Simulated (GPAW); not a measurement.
**FeO (Wuestite): equation of state with PBEsol**

FeO (Wuestite):

```
Fe O
1.0
     1.51882    0.87689    2.51958
    -1.51882    0.87689    2.51958
     0.00000   -1.75378    2.51958
Fe O
1 1
Direct
  0.00000 0.00000 0.00000
  0.50000 0.50000 0.50000
```

| Property | Result |
| --- | --- |
| Program | GPAW 26.7.0 |
| Task | equation of state |
| Functional | PBEsol |
| Potentials or basis | PAW data sets generated in the run's folder for this functional |
| Cutoff | 800 eV |
| Basis | pw |
| k mesh | 11 × 11 × 11 |
| Occupations | fermi-dirac, width 0.05 eV |
| Spin | collinear spin, ferromagnetic start |
| Starting moments | [3.0, 0.0] μB |
| Ranks | 4 |
| Maxiter | 150 |
| Eos scales | [0.94, 0.96, 0.98, 1.0, 1.02, 1.04, 1.06] |

```json
{
 "Equilibrium volume": "9.69 Å³/atom",
 "Bulk modulus at fixed shape and positions": "211 GPa",
 "Pressure derivative of the bulk modulus": "4.7"
}
```

Energy against volume, from the lowest point:
| volume (Å³/atom) | energy (meV/atom) |
| --- | --- |
| 9.463 | 3.65 |
| 9.664 | 0.00 |
| 9.866 | 1.91 |
| 10.067 | 8.89 |
| 10.268 | 20.23 |
| 10.470 | 35.57 |
| 10.671 | 54.40 |

Run time: 4.5 min on 4 MPI ranks on Intel(R) Xeon(R) Platinum 8259CL CPU @ 2.50GHz (Skylake/Cascade Lake) (shared host), peak memory 0.31 GiB a rank.

The cell as given is a measured one (10.07 Å³/atom); PBEsol puts the equilibrium volume -3.7 % from it, thermal expansion not counted.

Caveat: the cell was scaled at fixed shape and fractional positions, which overstates the stiffness of a crystal with free parameters, most of all of layers and chains.
